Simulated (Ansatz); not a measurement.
**Zinc, diamond under revPBE: ground state and equation of state**

The plan for zinc in the diamond structure: relax it, solve it on a dense k-mesh, then scale the cell to 7 volumes from 88 to 112 % of the relaxed one and try a fit of the equation of state. Spin polarisation is left out. The k-meshes are 10×10×10 for the relaxation; 15×15×15 for the dense run; 10×10×10 for the volumes.

This is Zn in the diamond structure; at room conditions it is hcp.

Program: Ansatz 0.2.0. Level of theory: DFT revPBE, plane waves (420 eV) with PAW, scalar-relativistic; the PAW data stem from PBE, with regenerated cores. These are calculated values, not measurements.

## 1. Starting point

Symmetry: Fd-3m, No. 227, cubic system. Conventional cell: a = 5.477 Å, b = 5.477 Å, c = 5.477 Å, α = 90.00°, β = 90.00°, γ = 90.00°. Zn (site symmetry -43m) has 4 Zn at 2.37 Å as nearest neighbours.

As a file:

```cif
data_structure
_symmetry_space_group_name_H-M 'P 1'
_symmetry_Int_Tables_number 1
_cell_length_a 3.8726
_cell_length_b 3.8726
_cell_length_c 3.8726
_cell_angle_alpha 60.000
_cell_angle_beta 60.000
_cell_angle_gamma 60.000
_cell_volume 41.07
loop_
_atom_site_label
_atom_site_type_symbol
_atom_site_fract_x
_atom_site_fract_y
_atom_site_fract_z
_atom_site_occupancy
Zn1 Zn 0.12500 0.12500 0.12500 1
Zn2 Zn 0.87500 0.87500 0.87500 1
```

## 2. Relaxing cell and atoms

Contents of input.yaml:

```yaml
crystal:
  lattice:
    - [0.0, 2.7383746181, 2.7383746181]
    - [2.7383746181, 0.0, 2.7383746181]
    - [2.7383746181, 2.7383746181, 0.0]
  atoms:
    - { symbol: Zn, position: [0.125, 0.125, 0.125] }
    - { symbol: Zn, position: [0.875, 0.875, 0.875] }
hamiltonian:
  xc: revpbe
  pseudopotentials:
    kind: paw
    azcp:
      Zn: "pseudopotentials/Zn.paw.azcp"
basis:
  ecutwfc: 420
  fft_grid_basis: typed
kpoints:
  mp_grid: { grid: [10, 10, 10], shift: [0, 0, 0] }
magnetization:
  spin_polarized: false
scf:
  occupations: { method: fermi_dirac, width: 0.1 }
relax:
  max_steps: 60
  f_tol: 0.01
  cell: {}
```

Further steps of the session: The energy on a finer k-mesh; Volume × 0.88; Volume × 0.92; Volume × 0.96; Volume × 1.0; Volume × 1.04; Volume × 1.08; Volume × 1.12.

Q: Predict the outcome of this session. Wanted: space group; conventional cell; volume; shortest distance; gap on the mesh; relative to hcp; V₀, B₀, B₀′.

As calculated:

```
                      quantity                          value
space group (spins left aside)                Fd-3m (No. 227)
             conventional cell                    a = 5.931 Å
                        volume                 26.078 Å³/atom
             shortest distance                        2.568 Å
               gap on the mesh   none (levels filled in part)
               relative to hcp                  +427 meV/atom
                   V₀, B₀, B₀′  26.063 Å³/atom, 19.9 GPa, 5.4
```

In words: From the guessed start the volume grew by 27.0 % in 8 steps. It lies 427 meV/atom above the element's reference form at the same level (hcp, from a run of its own). Levels at the Fermi energy are filled in part, as in a metal. The fitted modulus is 19.9 GPa, a soft solid. The symmetry was held, so the structure may be unstable against distortions that break it.
